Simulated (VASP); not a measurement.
Here is a VASP 6.6.1 calculation.

POSCAR

```
Nb
1.0
    1.4227079660      0.8214008271      7.8886466135
   -1.4227079660      0.8214008271      7.8886466135
    0.0000000000     -1.6428016542      7.8886466135
Nb
3
Direct
    0.0000000000      0.0000000000      0.0000000000
    0.2224290751      0.2224290751      0.2224290751
    0.7775709249      0.7775709249      0.7775709249
```

File INCAR.step1:

```
SYSTEM = Nb
PREC = Accurate ; ENCUT = 520
ISMEAR = 0 ; SIGMA = 0.1
LREAL = .FALSE. ; LASPH = .TRUE.
NELM = 80 ; NBANDS = 26
GGA = PE ; ALGO = Normal
EDIFF = 1E-4 ; LWAVE = .TRUE.
LCHARG = .FALSE.
```

INCAR.step2

```
SYSTEM = Nb
PREC = Accurate ; ENCUT = 520
EDIFF = 1E-6 ; ISMEAR = 0
SIGMA = 0.1 ; LREAL = .FALSE.
LASPH = .TRUE. ; NELM = 80
ALGO = Normal ; ISIF = 2
LWAVE = .FALSE. ; LCHARG = .FALSE.
METAGGA = R2SCAN ; LMIXTAU = .TRUE.
NBANDS = 26 ; ISTART = 1
```

The input KPOINTS:

```
regular mesh
0
G
  6 6 6
  0 0 0
```

Potentials or basis: VASP PAW PBE potentials, release 64 (Nb_sv).

The run is started by

```console
$ cat potpaw_PBE.64/Nb_sv/POTCAR > POTCAR
$ cp INCAR.step1 INCAR
$ mpirun -np 1 vasp_std > vasp.out
$ cp INCAR.step2 INCAR
$ mpirun -np 1 vasp_std > vasp.out
```

Task: Predict the band gap on the k mesh.

Result: None (metal or under the smearing width).

Task: Estimate the pressure.

Result: -0.3 GPa.

Forces in eV/Å, atoms in the order of the input:
```
Nb   0.000  0.000  0.000
Nb   0.000  0.000 -0.002
Nb   0.000  0.000  0.002
```

Caveat: the k mesh is coarse (spacing up to 0.43 Å⁻¹), so the values aren't converged; the PAW data sets were made with another functional, which shifts forces and pressure a little.
